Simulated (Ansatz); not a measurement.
The system is Zn.

```
Zn
1.0
     0.00000    1.96478    1.96478
     1.96478    0.00000    1.96478
     1.96478    1.96478    0.00000
Zn
1
Direct
  0.00000 0.00000 0.00000
```

This isn't the form of Zn at room conditions, which is hcp.

Base run:

```yaml
Program: Ansatz 0.2.0
Functional: CAM-B3LYP
Dispersion: D4
Potentials_or_basis: Ansatz PAW
Cutoff: 420 eV
Density_cutoff: 1680 eV
k_mesh: 7 × 7 × 7
Occupations: gaussian, width 0.025 eV
Spin: no spin polarisation
```

Its results: band gap on the k mesh 2.42 eV.

Question: The run is repeated on the same cell with these changes: functional from CAM-B3LYP to PBE0; occupations from gaussian, width 0.025 eV to fermi-dirac, width 0.1 eV. What comes out?

Answer: Band gap on the k mesh none (metal or under the smearing width).

Caveats: some runs use coarse meshes.

A k mesh can miss the band edges.

Not every run made on this cell is shown here.
